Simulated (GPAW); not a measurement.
The system is Al.

```xyz
1
Lattice="-1.5912 1.5912 1.5912 1.5912 -1.5912 1.5912 1.5912 1.5912 -1.5912" Properties=species:S:1:pos:R:3 pbc="T T T"
Al    0.0000    0.0000    0.0000
```

This isn't the form of Al at room conditions, which is fcc.

- Program: GPAW 26.7.0
- Task: relaxation of cell and atoms
- Functional: PBE
- Potentials or basis: GPAW PAW data sets (gpaw-data 1.2.1)
- Cutoff: 600 eV
- Basis: pw
- k mesh: 12 × 12 × 12
- Occupations: fermi-dirac, width 0.05 eV
- Spin: no spin polarisation

At the start: pressure 4.0 GPa; volume 16.12 Å³/atom.

Question: How do energy, volume and symmetry change on relaxing?

Answer: Over 3 steps the energy falls by 10.3 meV/atom and the volume is 16.94 Å³/atom (+5.1 %); space group Im-3m (No. 229, to 0.05 Å).

The path:
```csv
step,energy change (eV),largest force (eV/Å),pressure (GPa),volume (Å³)
1,0.0000,0.0000,3.99,16.12
2,-0.0058,0.0000,2.57,16.40
3,-0.0103,0.0000,0.11,16.94
```

Final structure:
```
Al
1.0
    -1.61790    1.61790    1.61790
     1.61790   -1.61790    1.61790
     1.61790    1.61790   -1.61790
Al
1
Direct
  0.00000 0.00000 0.00000
```

Caveat: later steps reuse the first step's grids.
